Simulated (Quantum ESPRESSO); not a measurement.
**Nb under changes of volume**

One of the cells (18.428 Å³/atom); the others are scaled copies at fixed shape and fractional positions:

```
Nb
1.0
    -1.66395    1.66395    1.66395
     1.66395   -1.66395    1.66395
     1.66395    1.66395   -1.66395
Nb
1
Direct
  0.00000 0.00000 0.00000
```

```yaml
Program: Quantum ESPRESSO 7.5
Functional: r2SCAN
Potentials_or_basis: SG15 PBE 1.2
Cutoff: 952 eV
Density_cutoff: 3810 eV
k_mesh: 8 × 8 × 8
Occupations: fermi-dirac, width 0.05 eV
Spin: no spin polarisation
```

```tsv
volume (Å³/atom)	energy over the lowest point (meV/atom)	pressure (GPa)
17.322	?	?
17.691	4.66	3.5
18.060	0.00	-0.5
18.428	4.15	-4.1
18.797	16.31	-7.4
19.165	35.75	-10.4
19.534	61.87	-13.1
```

Question: What does the run at 17.322 Å³/atom give?

Answer: Energy over the lowest point 18.96 meV/atom; pressure 7.9 GPa.

Worked out: A Birch-Murnaghan fit of order 3 (a polynomial in V^(-2/3)) to the other rows has its minimum at 18.06 Å³/atom with B0 = V·E''(V) = 187 GPa and B' = 3.6. It gives 19.02 meV/atom at 17.322 Å³/atom, against the run's 18.96, and -dE/dV = 8.5 GPa, against 7.9.

Energies are extrapolated to zero smearing.

Caveats: the potentials were made for another functional, which shifts forces and pressure.
